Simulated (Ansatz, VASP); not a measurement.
## Two plane-wave programs on InSb

```
In Sb
1.0
     0.00000    3.31742    3.31742
     3.31742    0.00000    3.31742
     3.31742    3.31742    0.00000
In Sb
1 1
Direct
  0.00000 0.00000 0.00000
  0.25000 0.25000 0.25000
```

Alike in both runs: task single point; functional PBE; k mesh 12 × 12 × 12; occupations gaussian, width 0.1 eV; no spin polarisation.

```csv
,VASP,Ansatz
version,VASP 6.6.1,Ansatz 0.2.0
potentials or method,"VASP PAW PBE potentials, release 64 (In_d, Sb)","scalar-relativistic, plane waves, PAW"
plane-wave cutoff (eV),520,420
valence electrons in the cell,18,28
```

|  | VASP | Ansatz | Ansatz less VASP |
| --- | --- | --- | --- |
| gap on the k mesh at the Fermi level (eV) | none | none | - |
| pressure (GPa) | 0.0 | 0.0 | +0.03 |

A gap of «none» marks a metal or a gap that the smearing closes. The two sets of potentials don't hold the same shells in valence.

Caveats: this crystal is a semiconductor, whose small gap the functional closes, so the metal is an error of the method. The runs have no spin-orbit coupling, so splittings on Sb are missing.
